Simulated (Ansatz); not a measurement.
ZnSe (F-43m) as a strained film

```xyz
2
Lattice="2.8166 2.8166 0.0000 -2.8166 2.8166 0.0000 0.0000 2.8166 2.8166" Properties=species:S:1:pos:R:3 pbc="T T T"
Zn    0.0000    0.0000    0.0000
Se    1.4083    4.2249    1.4083
```

This cell was relaxed by PAW under PBEsol. A film on a (001) substrate is mimicked by stretching x and y by ε∥; the length along z and the atoms then relax by PAW (default files of Ansatz 0.2.0, cutoff 420 eV, stress met within about 0.05 GPa). Stress and levels come from PBEsol, all-electron LAPW in Ansatz 0.2.0, with spin-orbit coupling; k mesh 8×8×8, fixed occupations, basis error target 0.5 meV/atom. Conduction levels are in eV over the valence top, at fixed fractional wave vectors; spin-orbit pairs are averaged.

```
ε∥ (%)  ε⊥ (%)  σ∥ (GPa, tension positive)      Γ  L (oblique)  X ∥ z  X ⊥ z  2nd valence level at Γ     3rd
  -2.0   2.357                       -1.71  1.117        2.298  2.725  2.511                  -0.101  -0.469
  -1.0   1.193                       -0.84  1.118        2.333  2.699  2.595                  -0.053  -0.421
  -0.5   0.605                       -0.42  1.117        2.345  2.688  2.636                  -0.027  -0.402
   0.0   0.000                       -0.03  1.116        2.354  2.676  2.676                   0.000  -0.387
   0.5  -0.588                        0.36  1.085        2.332  2.639  2.689                  -0.028  -0.402
   1.0       ?                           ?      ?            ?      ?      ?                       ?       ?
   2.0  -2.418                        1.45  0.989        2.247  2.531  2.722                  -0.111  -0.458
```

The last two columns are counted from the highest valence level at Γ.

**Question.** How does the film contract along z, and how stiff is it in the plane?

**Answer.** Quadratic fits through the 6 rows shown have slopes dε⊥/dε∥ = -1.194 and dσ∥/dε∥ = 79.0 GPa at zero strain. Elasticity asks −2C12/C11 = -1.193 and C11 + C12 − 2C12²/C11 = 78.9 GPa, from PAW constants C11 = 89.2, C12 = 53.2 GPa. At the level of the σ∥ column the films keep up to 0.01 GPa along z against the unstrained cell, and the constants are scalar-relativistic PAW values, so part of the difference is the change of level.

**Question.** Which shear deformation potential b does the valence splitting give?

**Answer.** The two upper pairs split by 2|b||ε⊥ − ε∥|: 0.0274 eV at ε⊥ − ε∥ = 0.01105 and 0.0275 eV at -0.01088. The mean of the two sides cancels the leading coupling to the split-off band: |b| = 1.25 eV.

**Question.** Fill the row at ε∥ = 1.0 %.

**Answer.** The fits give ε⊥ = -1.196 % and σ∥ = 0.74 GPa. Computed: ε⊥ (%) = -1.192, σ∥ (GPa, tension positive) = 0.74, Γ = 1.054, L (oblique) = 2.306, X ∥ z = 2.602, X ⊥ z = 2.700, 2nd valence level at Γ = -0.056, 3rd = -0.419. The levels have a kink at zero strain, where another valence state takes the top, so one parabola doesn't fit them.

**Question.** What is the slope of the gap under small compression and under small tension?

**Answer.** dE_g/dε∥ is -2 meV per % on the compressed side and -61 on the stretched side, so the gap rises under compression and falls under tension. The lowest conduction level stays at Γ.

Keep in mind: the frozen-core PAW files of the relaxations were fitted under PBE, their cores solved anew for this functional; semilocal gaps are low, and the spacing of valleys can be off by tenths of an eV; levels are read at fixed fractional k, so an edge that moves off these points is missed.
